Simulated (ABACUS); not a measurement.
ZrC: equation of state with PBE

The system is ZrC.

```xyz
2
Lattice="0.0000 2.3650 2.3650 2.3650 0.0000 2.3650 2.3650 2.3650 0.0000" Properties=species:S:1:pos:R:3 pbc="T T T"
Zr    2.3650    2.3650    2.3650
C     0.0000    0.0000    0.0000
```

```json
{"Program": "ABACUS 3.10.1", "Task": "equation of state", "Functional": "PBE", "Potentials or basis": "PseudoDojo NC SR 0.4.1 PBE standard", "Cutoff": "1116 eV", "Density cutoff": "4463 eV", "Basis": "plane waves", "k mesh": "10 × 10 × 10", "Occupations": "fermi-dirac, width 0.05 eV", "Spin": "no spin polarisation", "Radial cutoff of the potentials (pseudo_rcut)": "10 bohr", "SCF threshold on the density": "1e-08", "Max SCF steps": "100", "Eigensolver": "dav", "Mixing": "broyden", "Mixing share": "0.7", "Symmetry key": "1", "Bands": "12"}
```

```json
{
 "Equilibrium volume": "13.06 Å³/atom",
 "Bulk modulus": "222 GPa",
 "Pressure derivative of the bulk modulus": "4.1"
}
```

Energy against volume, from the lowest point:
```csv
volume (Å³/atom),energy (meV/atom)
12.434,22.08
12.699,6.77
12.963,0.00
13.228,0.94
13.493,8.82
13.757,22.99
14.022,42.83
```

All runs of the series together: 61 s on 4 threads of Intel(R) Xeon(R) Platinum 8488C (Sapphire Rapids) (shared host).
